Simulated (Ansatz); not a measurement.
Molecular dynamics on a 2×2×2 supercell (16 atoms) of BeTe (zincblende), relaxed with r2SCAN. Forces come from PBE in the plane-wave code Ansatz: a Langevin thermostat at fixed volume, 300 K, steps of 3 fs. Classical nuclei, no spin polarisation; a few dozen steps show the first response, not equilibrium.

```yaml
crystal:
  lattice:
    - [0.0, 5.6572472447, 5.6572472447]
    - [5.6572472447, 0.0, 5.6572472447]
    - [5.6572472447, 5.6572472447, 0.0]
  atoms:
    - { symbol: Be, position: [0.0, 0.0, 0.0] }
    - { symbol: Te, position: [0.125, 0.125, 0.125] }
    - { symbol: Be, position: [0.0, 0.0, 0.5] }
    - { symbol: Te, position: [0.125, 0.125, 0.625] }
    - { symbol: Be, position: [0.0, 0.5, 0.0] }
    - { symbol: Te, position: [0.125, 0.625, 0.125] }
    - { symbol: Be, position: [0.0, 0.5, 0.5] }
    - { symbol: Te, position: [0.125, 0.625, 0.625] }
    - { symbol: Be, position: [0.5, 0.0, 0.0] }
    - { symbol: Te, position: [0.625, 0.125, 0.125] }
    - { symbol: Be, position: [0.5, 0.0, 0.5] }
    - { symbol: Te, position: [0.625, 0.125, 0.625] }
    - { symbol: Be, position: [0.5, 0.5, 0.0] }
    - { symbol: Te, position: [0.625, 0.625, 0.125] }
    - { symbol: Be, position: [0.5, 0.5, 0.5] }
    - { symbol: Te, position: [0.625, 0.625, 0.625] }
kpoints:
  mp_grid: { grid: [2, 2, 2] }
hamiltonian:
  xc: pbe
scf:
  occupations: { method: fermi_dirac, width: 0.026 }
md:
  ensemble: nvt_langevin
  temperature: 300
  timestep: 3.0
  n_steps: 40
  initial_velocities: maxwell_boltzmann
  seed: 7396
```

Command: `ansatz run input.yaml --threads 4 --pin off --max-ram 3686MiB --backend cpu --events-out ev --progress --plain --runs-dir out`.

Problem. It ran on 4 threads of Arm Neoverse V1, with other jobs on the host. About how long did it take, and how much host memory at the peak?

Solution. About 2.2 min, with a peak of 1.2 GiB.

```csv
step,t (fs),T (K),free energy F from step 0 (meV/atom),kinetic energy (meV/atom),largest force (eV/Å)
0,0,281,0.0,36.4,0.00
1,3,293,1.0,37.9,0.26
2,6,234,3.5,30.3,0.50
3,9,213,6.6,27.6,0.69
4,12,204,9.3,26.3,0.80
5,15,221,11.3,28.6,0.82
6,18,224,12.5,28.9,0.79
7,21,210,13.0,27.2,0.75
8,24,245,13.4,31.6,0.82
9,27,258,14.1,33.4,0.86
10,30,258,15.2,33.3,0.86
11,33,233,16.5,30.2,0.85
12,36,236,17.6,30.5,0.84
13,39,207,18.4,26.8,0.86
14,42,212,19.2,27.4,0.94
15,45,182,20.3,23.5,1.00
16,48,157,21.1,20.3,1.03
17,51,158,21.4,20.5,1.03
18,54,163,21.5,21.1,1.01
19,57,161,22.0,20.8,0.97
20,60,151,23.2,19.5,0.93
21,63,129,24.9,16.7,0.89
22,66,126,26.5,16.4,0.92
23,69,115,27.2,14.9,0.93
24,72,124,27.0,16.1,0.89
25,75,160,26.4,20.7,0.84
26,78,189,25.7,24.4,0.80
27,81,178,25.4,23.0,0.74
28,84,180,25.4,23.3,0.76
29,87,147,26.0,19.0,0.81
30,90,145,27.0,18.8,0.87
31,93,137,27.9,17.7,0.95
32,96,132,28.2,17.1,1.00
33,99,160,27.6,20.7,1.00
34,102,171,26.7,22.1,0.98
35,105,226,26.3,29.1,0.96
36,108,240,26.5,31.0,1.04
37,111,215,27.1,27.8,1.15
38,114,202,27.7,26.2,1.25
39,117,204,27.9,26.4,1.29
40,120,225,27.7,29.1,1.27
```

The temperature starts at 281 K, is lowest at step 23 (115 K, 69 fs) and ends at 225 K. The thermostat hasn't had time to restore it. The atoms start on their lattice sites with kinetic energy alone, so much of it first passes into potential energy. By the last step the atoms have moved 0.13 Å in the root mean square, the drift of the whole cell taken out, 0.23 Å at most.

Positions (Å) and forces (eV/Å) at step 40:
```
Be  -0.018  -0.029   0.034     0.055  -0.096  -0.392
Te   1.493   1.416   1.232    -0.035  -0.080   0.846
Be   2.958   2.841  -0.009     0.114   0.389   0.076
Te   4.320   4.309   1.574    -0.269  -0.471  -0.626
Be   2.903   0.063   2.839    -0.501  -0.224  -0.436
Te   4.128   1.390   4.310     1.095   0.562   0.309
Be   5.721   2.924   2.948    -0.310  -0.612   0.095
Te   7.184   4.299   4.263    -0.049  -0.068   0.185
Be   0.086   2.753   2.757     0.015   0.029   0.223
Te   1.442   4.066   4.357    -0.292   0.682  -0.322
Be   2.807   5.579   2.920    -0.066   0.128   0.365
Te   4.297   7.077   4.231     0.148  -0.291   0.010
Be   2.819   2.781   5.843     0.014  -0.205  -0.014
Te   4.266   4.226   7.175     0.377   0.140  -0.581
Be   5.774   5.697   5.661    -0.680  -0.358   0.039
Te   7.011   6.990   7.209     0.384   0.476   0.222
```
